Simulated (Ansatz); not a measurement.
Reactions of `CO[CH2][GaH][OH]`.

Program: Ansatz. Geometries: PBE0-D4/def2-TZVP. ΔE: electronic, gas phase. CBS: MP2 limit from def2 TZ/QZ plus the TZ coupled-cluster correction, frozen cores. This one scheme is used for every species, atoms too. Functionals use def2-TZVPP. B3LYP here is the variant with VWN-RPA as its local correlation; programs differ in this. Open shells (•) are unrestricted, without spin–orbit coupling. Spin–orbit coupling would lower the free atoms: a little for C, O; clearly for Ga. For Ga, Se outer-core shells are correlated without core-valence functions, so the limit isn't a true one: a few kJ/mol of doubt a bond, and 10 to 20 or more in all where bonds break to atoms. Scalar relativity is left out up to krypton. Each species was taken in one conformer, which may not be the lowest.

| reaction | CCSD/CBS(def2) (kJ/mol) | B3LYP-D4 (kJ/mol) | CCSD(T)/CBS(def2) (kJ/mol) |
| --- | --- | --- | --- |
| `CO[CH2][GaH][OH]` + H₂Se → `[OH][GaH][SeH]` + dimethyl ether | -133 | -131 | -131 |
| `CO[CH2][GaH][OH]` + silanol → `O[SiH2][GaH][OH]` + dimethyl ether | -37 | -43 | -37 |
| `CO[CH2][GaH][OH]` + H₂Se → `COC[SeH]` + `[OH][GaH2]` | 15 | 10 | 14 |
| `CO[CH2][GaH][OH]` + acetic acid → `COCOC(C)=O` + `[OH][GaH2]` | 30 | 25 | 29 |
| `CO[CH2][GaH][OH]` → 2 C• + Ga• + 7 H• + 2 O• | 4185 | 4216 | 4250 |

Largest T1 diagnostic: 0.015, for `[OH][GaH2]`.
